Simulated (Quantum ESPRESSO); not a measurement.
**NaF (Villiaumite) in Quantum ESPRESSO: the effect of target pressure**

NaF (Villiaumite):

```
Na F
1.0
     0.00000    2.32000    2.32000
     2.32000    0.00000    2.32000
     2.32000    2.32000    0.00000
Na F
1 1
Direct
  0.00000 0.00000 0.00000
  0.50000 0.50000 0.50000
```

Alike in all runs:

```yaml
Program: Quantum ESPRESSO 7.5
Task: relaxation of cell and atoms
Functional: PBE
Potentials_or_basis: SSSP 1.3 efficiency PBE
Cutoff: 857 eV
Density_cutoff: 6884 eV
k_mesh: 10 × 10 × 10
Occupations: fermi-dirac, width 0.05 eV
Spin: no spin polarisation
```

Each run relaxes the cell or the atoms first.

Problem. One run gave: relaxed volume 12.59 Å³/atom; gap on the mesh 6.23 eV. Which target pressure did it use?
A. 30 GPa
B. 0 GPa
C. 5 GPa
D. 20 GPa
E. 2 GPa

Solution. E.

```tsv
target pressure	relaxed volume (Å³/atom)	gap on the mesh (eV)
0 GPa	13.11	6.02
2 GPa	12.59	6.23
5 GPa	11.98	6.50
10 GPa	11.22	6.88
20 GPa	10.21	7.49
30 GPa	9.53	7.99
```

Caveats: the volume moved by over 15 % at a fixed basis, so the end points are rough (some runs).

A k mesh can miss the band edges.
